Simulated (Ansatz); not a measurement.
NaI: what relativity and spin–orbit coupling change

```
CELL_PARAMETERS angstrom
0.00000 3.23640 3.23640
3.23640 0.00000 3.23640
3.23640 3.23640 0.00000
ATOMIC_POSITIONS crystal
Na 0.00000 0.00000 0.00000
I 0.50000 0.50000 0.50000
```

Atoms are numbered in the order listed.

The cell is COD entry 9008681, as deposited and not checked against the literature; nothing was relaxed.

One fixed cell is solved with PBE by all-electron LAPW in Ansatz 0.2.0 under different relativistic treatments. Pressure is positive in compression.

The runs use a Γ-centred 8×8×8 k mesh, Fermi–Dirac smearing of 0.02 eV, basis error target 1 meV/atom, no spin polarisation.

```
                                             setting  P (GPa)  gap on the k mesh (eV)
                                 scalar-relativistic     0.43                    3.64
                                    non-relativistic     0.68                       ?
                            with spin–orbit coupling     0.45                       ?
scalar-relativistic, inner shells corrected to Dirac     0.43                    3.64
```

**Question.** Give the missing entry: row "with spin–orbit coupling", column "gap on the k mesh (eV)".

**Answer.** 3.31.

**Question.** What belongs in the row "non-relativistic", column "gap on the k mesh (eV)"?

**Answer.** 4.23.
